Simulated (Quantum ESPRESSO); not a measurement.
Ta in Quantum ESPRESSO: the effect of functional

Crystal: Ta.

```
Ta
1.0
    -1.65128    1.65128    1.65128
     1.65128   -1.65128    1.65128
     1.65128    1.65128   -1.65128
Ta
1
Direct
  0.00000 0.00000 0.00000
```

Alike in all runs:

- Program: Quantum ESPRESSO 7.5
- Task: phonon dispersion
- Cutoff: 789 eV
- Density cutoff: 3157 eV
- k mesh: 12 × 12 × 12
- Occupations: cold, width 0.2 eV
- Spin: no spin polarisation

Each run relaxes the cell or the atoms first.

```tsv
functional	potentials or basis	relaxed volume (Å³/atom)	highest phonon frequency (cm⁻¹)
LDA	PseudoDojo 0.4.1 SR LDA standard	16.99	177
PBE	PseudoDojo 0.4.1 SR PBE standard	?	?
PBEsol	PseudoDojo 0.4.1 SR PBEsol standard	17.58	171
```

Q: What does the run with functional PBE give?

A: Relaxed volume 18.22 Å³/atom; highest phonon frequency 162 cm⁻¹.
